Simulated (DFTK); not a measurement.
Set up this calculation in DFTK 0.8.2, as the native input.

* Task: single point
* Functional: PBE0
* Potentials or basis: cp2k.nc.sr.pbe.v0_1.semicore.gth (PBE, GTH)
* Cutoff: 789 eV
* k mesh: 3 × 3 × 3
* Occupations: fermi-dirac, width 0.05 eV
* Spin: no spin polarisation
* Valence electrons: Si 4
* SCF tolerance on the density: 1e-05
* Symmetries used: no

Si:

```
CELL_PARAMETERS angstrom
0.00000 2.72185 2.72185
2.72185 0.00000 2.72185
2.72185 2.72185 0.00000
ATOMIC_POSITIONS crystal
Si 0.50000 0.50000 0.50000
Si 0.75000 0.75000 0.75000
```

These files were run (other wordings do the same):

run.jl

```julia
using DFTK
using PseudoPotentialData
using Unitful, UnitfulAtomic
using LinearAlgebra, Printf
include("save.jl")
disable_threading()

# lattice vectors are the columns
lattice = austrip(1u"Å") * [           0.0   2.7218511865   2.7218511865;
             2.7218511865            0.0   2.7218511865;
             2.7218511865   2.7218511865            0.0]
symbols   = [:Si, :Si]
positions = [[0.5, 0.5, 0.5],
             [0.75, 0.75, 0.75]]
pseudopotentials = PseudoFamily("cp2k.nc.sr.pbe.v0_1.semicore.gth")
elements = Dict(s => ElementPsp(s, pseudopotentials) for s in unique(symbols))
atoms    = [elements[s] for s in symbols]

build_model(lattice, positions; symmetries=false) =
    model_DFT(lattice, atoms, positions;
              functionals=PBE0(),
              temperature=austrip(0.05u"eV"),
              smearing=Smearing.FermiDirac(),
              symmetries)
Ecut  = 29.0  # hartree
kgrid = [3, 3, 3]
tol   = 1e-5
to_GPa = ustrip(uconvert(u"GPa", 1u"hartree/bohr^3"))

model = build_model(lattice, positions)
basis = PlaneWaveBasis(model; Ecut, kgrid, use_symmetries_for_kpoint_reduction=false)
display(basis)
# start from PBE orbitals
model_pbe  = model_DFT(model.lattice, atoms, model.positions; functionals=PBE(), model.temperature, model.smearing, symmetries=false)
basis_pbe  = PlaneWaveBasis(model_pbe; Ecut, kgrid, basis.fft_size, use_symmetries_for_kpoint_reduction=false)
scfres_pbe = self_consistent_field(basis_pbe; tol=1e-4, nbandsalg=AdaptiveBands(model_pbe; n_bands_converge=9))
scfres = self_consistent_field(basis;
                               tol,
                               nbandsalg=AdaptiveBands(model; n_bands_converge=9),
                               scfres_pbe.ρ,
                               scfres_pbe.ψ,
                               scfres_pbe.occupation,
                               scfres_pbe.eigenvalues,
                               solver=ScfDampingSolver(),
                               exxalg=AceExx(; sketch_with_extra_orbitals=true))
display(scfres.energies)
@printf "Fermi level: %.6f eV\n" ustrip(auconvert(u"eV", something(scfres.εF, NaN)))
forces = compute_forces_cart(scfres)
println("Forces (eV/Å)")
for (s, f) in zip(symbols, forces)
    @printf "%-3s %12.6f %12.6f %12.6f\n" s ustrip.(auconvert.(u"eV/Å", f))...
end
println("Levels at the first k-point (eV): ", round.(ustrip.(auconvert.(u"eV", scfres.eigenvalues[1][1:scfres.n_bands_converge])); digits=4))
save_scf!(scfres; forces)
```

Potentials or basis: cp2k.nc.sr.pbe.v0_1.semicore.gth (PBE, GTH).

Launch:

```bash
$ julia --threads=1 run.jl  # save.jl only writes the numbers to a file and isn't shown; printed stress counts tension as positive; times include loading and compiling
```

It gave:

```yaml
Band_gap_on_the_k_mesh: 2.21 eV, indirect (least direct gap 4.19 eV)
```

Caveat: the k mesh is coarse (spacing up to 0.67 Å⁻¹), so the values aren't converged, least of all with exact exchange; GTH potentials come without recommended cutoffs, and this one wasn't checked for convergence; the potentials were made for another functional, which shifts forces and pressure; an odd mesh through Γ misses points on the zone boundary, where band edges often lie.

It took 21 min on 1 thread of AMD EPYC 7R43 64-Core Processor (Zen 3), on a shared host, peak memory 2.3 GiB.
